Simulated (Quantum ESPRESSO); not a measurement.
Runs of Quantum ESPRESSO 7.5 on PtSe2 (Sudovikovite). Symmetry: P-3m1, No. 164, trigonal system. Conventional cell: a = 3.724 Å, b = 3.724 Å, c = 5.062 Å, α = 90.00°, β = 90.00°, γ = 120.00°. Pt (site symmetry -3m) is surrounded by 6 Se at 2.49 Å. Around Se (site symmetry 3m) lie 3 Pt at 2.49 Å. 

| task | level | potentials or basis | U | cell | k mesh | mixing beta | iterations | k mesh for the Wannier functions | form of the LDA correlation | start of the occupations | mesh quality | gap on the mesh (eV) | pressure (GPa) | largest force (eV/Å) |
| --- | --- | --- | --- | --- | --- | --- | --- | --- | --- | --- | --- | --- | --- | --- |
| phonons | PBEsol | PseudoDojo 0.4.1 SR PBEsol standard | - | relaxed | 4 × 4 × 2, shifted | 0.5 | - | - | - | - | coarse | none | 0.0 | - |
| Wannier functions | PBEsol | PseudoDojo 0.4.1 SR PBEsol standard | - | as given | 8 × 8 × 5 | 0.5 | 0 | 5 × 5 × 3 | - | - | not flagged | none | (a) | 0.33 |
| phonons | LDA | PseudoDojo 0.4.1 SR LDA standard | - | relaxed | 4 × 4 × 2, shifted | 0.5 | - | - | PW92 | - | coarse | none | 0.0 | - |
| Hubbard U by linear response | LDA+U | PseudoDojo 0.4.1 SR LDA standard | Pt d U = 0.0001 eV | as given | 8 × 8 × 4 | 0.3 | - | - | PW92 | default | not flagged | none | -0.6 | 0.14 |
| phonons | RPBE | PseudoDojo 0.4.1 SR PBE standard | - | relaxed | 4 × 4 × 2, shifted | 0.5 | - | - | - | - | coarse | - | 0.8 | - |

Alike in all rows: no spin polarisation; cutoff (eV) 1170; smearing fermi-dirac 0.05 eV.

Task: Estimate the missing entries.

Result: (a) 2.0.

Caveats: some runs use coarse meshes; the layers were relaxed without a dispersion term, so their spacing and the soft interlayer modes are unreliable (some runs); the mesh is thin for the phonons of a metal (some runs); the shifted mesh shows a gap, but it closes at Γ, so the response was run with smeared occupations (some runs); spin-orbit coupling is left out, which moves the levels of the heavy elements (some runs); the computed U isn't converged in cell size (some runs); U without spin polarisation on a metal has little footing (some runs); the potentials were made for another functional, which shifts forces and pressure (some runs).

A k mesh can miss the band edges, and the runs leave out spin-orbit coupling on Pt, Se.

A gap of «none» marks a metal or a gap under the smearing width.

Runs at the PBE level aren't shown here.
